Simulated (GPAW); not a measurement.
Input of a GPAW 26.7.0 run:

run.py

```python
from ase import Atoms
from ase.dft.bandgap import bandgap
from ase.io import write
from ase.units import GPa
from gpaw import GPAW, PW, setup_paths

setup_paths.insert(0, '.')

atoms = Atoms(['Ag'],
              cell=[[-1.61038051, 1.65353266, 1.61815768],
                    [1.65930705, -1.6605473, 1.67409886],
                    [1.63933048, 1.68949727, -1.62517232]],
              scaled_positions=[[0.0, 0.0, 0.0]],
              pbc=True)

calc = GPAW(mode=PW(800),
            xc='PBE',
            kpts={'size': (7, 7, 7), 'gamma': True},
            occupations={'name': 'fermi-dirac', 'width': 0.05},
            setups='sg15',
            nbands=-10,
            maxiter=120,
            txt='gpaw.txt')
atoms.calc = calc
energy = atoms.get_potential_energy()
forces = atoms.get_forces()
stress = atoms.get_stress()
calc.write('gs.gpw')
write('result.traj', atoms)
print(f'Energy: {energy:.6f} eV')
print('Forces (eV/A):')
print(forces.round(4))
print('Stress (GPa):', (stress / GPa).round(3))
print('Fermi level:', round(calc.get_fermi_level(), 4), 'eV')
print(f'Gap: {bandgap(calc)[0]:.4f} eV, direct: {bandgap(calc, direct=True)[0]:.4f} eV')
```

Potentials or basis: SG15 ONCV 1.2, pw.

The run is started by

```sh
$ OMP_NUM_THREADS=1 python run.py
```

Task: Estimate the pressure.

Result: -0.4 GPa.

Task: Estimate the band gap on the k mesh.

Result: None (metal or under the smearing width).

Stress tensor (GPa, compression positive):
```
-0.64 -1.10 -1.64
-1.10  0.22  0.36
-1.64  0.36 -0.80
```

Caveat: the k mesh is coarse (spacing up to 0.38 Å⁻¹), so the values aren't converged.
